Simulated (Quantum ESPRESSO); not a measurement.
HfC:

```xyz
2
Lattice="0.0000 2.3250 2.3250 2.3250 0.0000 2.3250 2.3250 2.3250 0.0000" Properties=species:S:1:pos:R:3 pbc="T T T"
Hf    2.3250    2.3250    2.3250
C     0.0000    0.0000    0.0000
```

Base run:

```yaml
Program: Quantum ESPRESSO 7.5
Functional: AM05
Potentials_or_basis: SG15 PBE 1.2
Cutoff: 1197 eV
Density_cutoff: 4789 eV
k_mesh: 10 × 10 × 10
Occupations: fermi-dirac, width 0.05 eV
Spin: no spin polarisation
```

Its results: band gap on the k mesh none (metal or under the smearing width); pressure -6.9 GPa.

Question: The run is repeated on the same cell with these changes: functional from AM05 to PBEsol. What comes out?

Answer: Band gap on the k mesh none (metal or under the smearing width); pressure -6.2 GPa.

Caveats: the potentials were made for another functional, which shifts forces and pressure.

Not every run made on this cell is shown here.
